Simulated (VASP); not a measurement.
Crystal: AgCl (Chlorargyrite).

```xyz
2
Lattice="0.0000 2.7350 2.7350 2.7350 0.0000 2.7350 2.7350 2.7350 0.0000" Properties=species:S:1:pos:R:3 pbc="T T T"
Ag    0.0000    0.0000    0.0000
Cl    2.7350    2.7350    2.7350
```

- Program: VASP 6.6.1
- Task: relaxation of cell and atoms
- Functional: PBE
- Potentials or basis: VASP PAW PBE potentials, release 64 (Ag, Cl)
- Cutoff: 600 eV
- k mesh: 8 × 8 × 8
- Occupations: gaussian, width 0.03 eV
- Spin: no spin polarisation

At the start: pressure 3.8 GPa; volume 20.46 Å³/atom.

**Question.** Where does the relaxation end?

**Answer.** Over 3 steps the energy falls by 17.3 meV/atom and the volume is 22.03 Å³/atom (+7.7 %); space group Fm-3m (No. 225, to 0.05 Å).

The path:
| step | energy change (eV) | largest force (eV/Å) | pressure (GPa) | volume (Å³) |
| --- | --- | --- | --- | --- |
| 1 | 0.0000 | 0.0000 | 3.81 | 40.92 |
| 2 | -0.0344 | 0.0000 | 0.18 | 43.87 |
| 3 | -0.0345 | 0.0000 | -0.01 | 44.06 |

Final structure:
```yaml
crystal:
  lattice:
    - [0.00000, 2.80322, 2.80322]
    - [2.80322, 0.00000, 2.80322]
    - [2.80322, 2.80322, 0.00000]
  atoms:
    - { symbol: Ag, position: [0.00000, 0.00000, 0.00000] }
    - { symbol: Cl, position: [0.50000, 0.50000, 0.50000] }
```
